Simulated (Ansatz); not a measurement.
MoS2:

```xyz
3
Lattice="1.5800 0.9122 6.1500 -1.5800 0.9122 6.1500 0.0000 -1.8244 6.1500" Properties=species:S:1:pos:R:3 pbc="T T T"
Mo    0.0000    0.0000    0.0000
S     0.0000    0.0000    7.6936
S     0.0000    0.0000    4.6125
```

Measurements of this composition are mostly on another form, of space group No. 194.

| Item | Value |
| --- | --- |
| Program | Ansatz 0.2.0 |
| Task | single point |
| Functional | PBE |
| Potentials or basis | all-electron LAPW, scalar-relativistic |
| Cutoff | 267 eV (chosen from the basis error) |
| Basis error allowed | 0.001 eV/atom |
| k mesh | 10 × 10 × 10 |
| Occupations | fermi-dirac, width 0.05 eV |
| Spin | no spin polarisation |

On this cell: pressure 5.4 GPa; largest force 0.522 eV/Å; band gap on the k mesh 0.96 eV, indirect (least direct gap 1.96 eV).

The same run follows on a disturbed copy (atoms moved at random, drawn with an rms of 0.05 Å):

```
Mo S
1.0
     1.58000    0.91221    6.15000
    -1.58000    0.91221    6.15000
     0.00000   -1.82443    6.15000
Mo S
1 2
Direct
  0.00109 0.99465 0.00229
  0.39382 0.43175 0.43359
  0.24200 0.24394 0.26031
```

Q: What changes?

A: The energy moves by +11.0 meV/atom; pressure 2.0 GPa; largest force 1.209 eV/Å; band gap on the k mesh 0.89 eV, indirect (least direct gap 1.91 eV).

Forces in eV/Å, atoms in the order of the input:
```
Mo  -0.774 -0.508  0.777
S    0.611  0.252 -0.583
S    0.162  0.256 -0.193
```

Stress tensor (GPa, compression positive):
```
 2.05 -0.70  2.08
-0.70  3.04  0.02
 2.08  0.02  1.04
```

A k mesh can miss the band edges.
